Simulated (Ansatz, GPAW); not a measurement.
## A script for HgTe (PBE in single-zeta orbitals)

These are simulated results from GPAW 26.7.0, not measurements. The cell was built from a prototype and was relaxed with r2SCAN in plane waves (Ansatz 0.2.0). Not every such cell is a known phase. All runs are without spin polarisation.

It is hexagonal, P6_3/mmc (No. 194); a = 4.820 Å, c = 7.196 Å in the conventional setting, 36.19 Å³ an atom. Hg is surrounded by 3 Te at 2.78 Å; Te is surrounded by 3 Hg at 2.78 Å.

The basis is minimal: single zeta, one radial function for each shell that the log's basis lists. It describes the filled bands fairly and the empty ones poorly.

Input script:

```python
import json
from ase import Atoms
from gpaw import GPAW, PW, FermiDirac

atoms = Atoms(['Hg', 'Hg', 'Te', 'Te'],
              cell=[[4.819513, 0.0, -0.0], [-2.409757, 4.173821, 0.0], [-0.0, -0.0, 7.196206]],
              scaled_positions=[[0.333333, 0.666667, 0.25], [0.666667, 0.333333, 0.75], [0.666667, 0.333333, 0.25], [0.333333, 0.666667, 0.75]],
              pbc=True)
calc = GPAW(mode='lcao', basis='sz(dzp)', h=0.2, xc='PBE', kpts={'size': (6, 6, 2), 'gamma': True},
            occupations=FermiDirac(0.02), maxiter=100, legacy_gpaw=True, txt='gpaw.txt')
atoms.calc = calc
res = {'energy': atoms.get_potential_energy(force_consistent=True)}
res['electrons'] = calc.get_number_of_electrons()
res['k'] = calc.get_ibz_k_points().tolist()
res['levels'] = [calc.get_eigenvalues(kpt=i).tolist() for i in range(len(res['k']))]
points = [[0.0, 0.0, 0.0], [0.5, 0.0, 0.0], [0.333333, 0.333333, 0.0], [0.0, 0.0, 0.5], [0.5, 0.0, 0.5], [0.333333, 0.333333, 0.5], [0.1, 0.0, 0.0], [0.0, 0.0, 0.45]]
bands = calc.fixed_density(kpts=points, symmetry='off', txt='bands.txt')
res['points'] = [bands.get_eigenvalues(kpt=i).tolist() for i in range(len(points))]
json.dump(res, open('results.json', 'w'))
print('free energy (eV):', round(res['energy'], 5))
```

Command: `python run.py`. It took 27 s on 1 thread of Arm Neoverse V1, on a shared host, peak memory 0.2 GiB.

The log gpaw.txt, trimmed of paths, versions and times, then the last line on the terminal. An iter line gives the energy in eV and the logarithms of the changes of orbitals (plane waves alone) and density (c: converged):

```
___ ___ ___ _ _ _
 |   |   |_  | | | |

 | | | | | . | | | |

 |__ |  _|___|_____|  26.7.0
 |___|_|

Input parameters:
  basis: sz(dzp)
  h: 0.2
  kpts: {gamma: True,
         size: (6, 6, 2)}
  maxiter: 100
  mode: lcao
  occupations: {fixmagmom: False,
                name: fermi-dirac,
                width: 0.02}
  xc: PBE

System changes: positions, numbers, cell, pbc, initial_charges, initial_magmoms

Initialize ...

species:
  Hg:
    name:    Mercury
    Z:       80.0
    valence: 18
    core:    62
    charge:  0.0  # [|e|]
    compensation charges:
      type: gauss
      rc: 0.41  # [Å]
      lmax: 2
    cutoffs:
      filter: 2.17  # [Å]
      core: 2.06  # [Å]
    projectors
    | kind |    occ | energy [eV] | rcut [Å] |

    |------|--------|-------------|----------|

    |   6s |  2.000 |      -6.783 |    1.307 |

    |   5p |  6.000 |     -66.572 |    1.291 |

    |   6p |  0.000 |      -1.056 |    1.291 |

    |   5d | 10.000 |      -9.891 |    1.302 |

    |    s |        |      20.429 |    1.307 |

    |    d |        |      17.320 |    1.302 |

    LCAO basis set for Hg:
      Name: sz(dzp)
      Number of radial functions: 4
      Number of spherical harmonics: 12
        l=0, rc=7.9688 Bohr: 6s-sz confined orbital
        l=1, rc=3.3594 Bohr: 5p-sz confined orbital
        l=1, rc=12.7031 Bohr: 6p-sz confined orbital
        l=2, rc=5.3594 Bohr: 5d-sz confined orbital
      Number of RI-basis functions 0

  Te:
    name:    Tellurium
    Z:       52.0
    valence: 6
    core:    46
    charge:  0.0  # [|e|]
    compensation charges:
      type: gauss
      rc: 0.36  # [Å]
      lmax: 2
    cutoffs:
      filter: 2.09  # [Å]
      core: 3.17  # [Å]
    projectors
    | kind |    occ | energy [eV] | rcut [Å] |

    |------|--------|-------------|----------|

    |   5s |  2.000 |     -15.089 |    1.180 |

    |   5p |  4.000 |      -5.955 |    1.196 |

    |    s |        |      12.123 |    1.180 |

    |    p |        |      21.256 |    1.196 |

    |    d |        |       0.000 |    1.238 |

    LCAO basis set for Te:
      Name: sz(dzp)
      Number of radial functions: 2
      Number of spherical harmonics: 4
        l=0, rc=6.2500 Bohr: 5s-sz confined orbital
        l=1, rc=8.0156 Bohr: 5p-sz confined orbital
      Number of RI-basis functions 0

Reference energy: -1435892.924323  # eV

Spin-paired calculation

Convergence criteria:
 Maximum [total energy] change in last 3 cyles: 0.0005 eV / valence electron
 Maximum integral of absolute [dens]ity change: 0.0001 electrons / valence electron
 Maximum integral of absolute [eigenst]ate change: 4e-08 eV^2 / valence electron
 Maximum number of scf [iter]ations: 100
 (Square brackets indicate name in SCF output, whereas a 'c' in
 the SCF output indicates the quantity has converged.)

Symmetries present (total): 2

  ( 1  0  0)  (-1  0  0)
  ( 0  1  0)  ( 0 -1  0)
  ( 0  0  1)  ( 0  0 -1)

72 k-points: 6 x 6 x 2 Monkhorst-Pack grid + [1/12,1/12,1/4]
40 k-points in the irreducible part of the Brillouin zone
       k-points in crystal coordinates                weights
   0:     0.00000000    0.00000000    0.00000000          1/72
   1:     0.00000000    0.00000000    0.50000000          1/72
   2:     0.00000000    0.16666667    0.00000000          2/72
   3:     0.00000000    0.16666667    0.50000000          2/72
   4:     0.00000000    0.33333333    0.00000000          2/72
   5:     0.00000000    0.33333333    0.50000000          2/72
   6:     0.00000000    0.50000000    0.00000000          1/72
   7:     0.00000000    0.50000000    0.50000000          1/72
   8:     0.16666667   -0.33333333    0.00000000          2/72
   9:     0.16666667   -0.33333333    0.50000000          2/72
          ...
  39:     0.50000000    0.50000000    0.50000000          1/72

Wave functions: LCAO
  Diagonalizer: Serial LAPACK
  Atomic Correction: dense with blas
  Data-type: complex

Occupation numbers: Fermi-Dirac:
  width: 0.0200  # eV

Eigensolver
   LCAO using direct dense diagonalizer

Densities:
  Coarse grid: 20*20*36 grid
  Fine grid: 40*40*72 grid
  Total Charge: 0.000000

Density mixing:
  Method: separate
  Backend: msr1
  Linear mixing parameter: 0.05
  old densities: 10
  Width of damping distribution: 1.1
  Damping of long wavelength oscillations: 20

Hamiltonian:
  XC and Coulomb potentials evaluated on a 40*40*72 grid
  Using the PBE Exchange-Correlation functional
  Interpolation: tri-quintic (5. degree polynomial)
  Poisson solver: FastPoissonSolver using
    Stencil: 8*3+1=25 point O(h^6) finite-difference Laplacian
    FFT axes: [np.int64(0), np.int64(1), np.int64(2)]
    FST axes: []

XC parameters: PBE with 2 nearest neighbor stencil

Memory estimate:
  Process memory now: 121.63 MiB
  Calculator: 34.03 MiB
    Density: 20.44 MiB
      Arrays: 2.86 MiB
      Localized functions: 15.39 MiB
      Mixer: 2.20 MiB
    Hamiltonian: 2.85 MiB
      Arrays: 1.87 MiB
      XC: 0.00 MiB
      Poisson: 0.00 MiB
      vbar: 0.98 MiB
    Wavefunctions: 10.74 MiB
      C [qnM]: 0.62 MiB
      S, T [2 x qmm]: 1.25 MiB
      P [aqMi]: 0.08 MiB
      BasisFunctions: 8.79 MiB
      Eigensolver: 0.00 MiB

Total number of cores used: 1

Number of atoms: 4
Number of atomic orbitals: 32
Number of bands in calculation: 32
Number of valence electrons: 48
Bands to converge: occupied
Positions:
   0 Hg    -0.000003    2.782549    1.799052    ( 0.0000,  0.0000,  0.0000)
   1 Hg     2.409759    1.391272    5.397155    ( 0.0000,  0.0000,  0.0000)
   2 Te     2.409759    1.391272    1.799052    ( 0.0000,  0.0000,  0.0000)
   3 Te    -0.000003    2.782549    5.397155    ( 0.0000,  0.0000,  0.0000)

Unit cell:
           periodic     x           y           z      points  spacing
  1. axis:    yes    4.819513    0.000000   -0.000000    20     0.2087
  2. axis:    yes   -2.409757    4.173821    0.000000    20     0.2087
  3. axis:    yes   -0.000000   -0.000000    7.196206    36     0.1999

  Lengths:   4.819513   4.819514   7.196206
  Angles:   90.000000  90.000000 120.000003

Effective grid spacing dv^(1/3) = 0.2158

iter:   1    -4.525386        c
iter:   2    -4.475209        c -1.29
iter:   3    -4.134732        c -1.31
iter:   4    -4.132324        c -2.16
iter:   5    -4.131114c       c -2.92
iter:   6    -4.130793c       c -3.06
iter:   7    -4.130785c       c -3.95
iter:   8    -4.130785c       c -4.47c

Converged after 8 iterations.

Energy contributions relative to reference atoms: (reference = -1435892.924323)

Kinetic:        +93.708738
Potential:      -83.254018
External:        +0.000000
XC:             -14.940316
Entropy (-ST):   -0.002332
Local:           +0.355977
SIC:             +0.000000
--------------------------
Free energy:     -4.131951
Extrapolated:    -4.130785

Showing only first 2 kpts
 Kpt  Band  Eigenvalues  Occupancy
  0    22      2.91754    2.00000
  0    23      3.40374    1.97405
  0    24      3.40379    1.97398
  0    25      3.50404    0.67088

  1    22      3.10752    2.00000
  1    23      3.10752    2.00000
  1    24      3.63972    0.00114
  1    25      3.63972    0.00114

Fermi level: 3.49037

No gap
No difference between direct/indirect transitions

free energy (eV): -4.13195
```

The gap in the log is over the mesh alone; results.json adds the listed points. PBE in single-zeta orbitals gives no gap (an overlap of 0.09 eV at the points read). On the same cell, plane-wave PBE (Ansatz, 6×6×4 k points and the special points) gives no gap (an overlap of 0.31 eV at the points read) and r2SCAN no gap (an overlap of 0.13 eV at the points read); on shared hosts these took about 9.7 and 20 core-seconds on the 4-atom cell, against 27 for the script. Spin-orbit coupling, left out in all these runs, can cut or reorder the gap by tenths of an eV, up to about 1 eV with Pb or Bi.

No spin-orbit coupling is included; it can move band edges with weight on the heavy atoms by tenths of an eV.
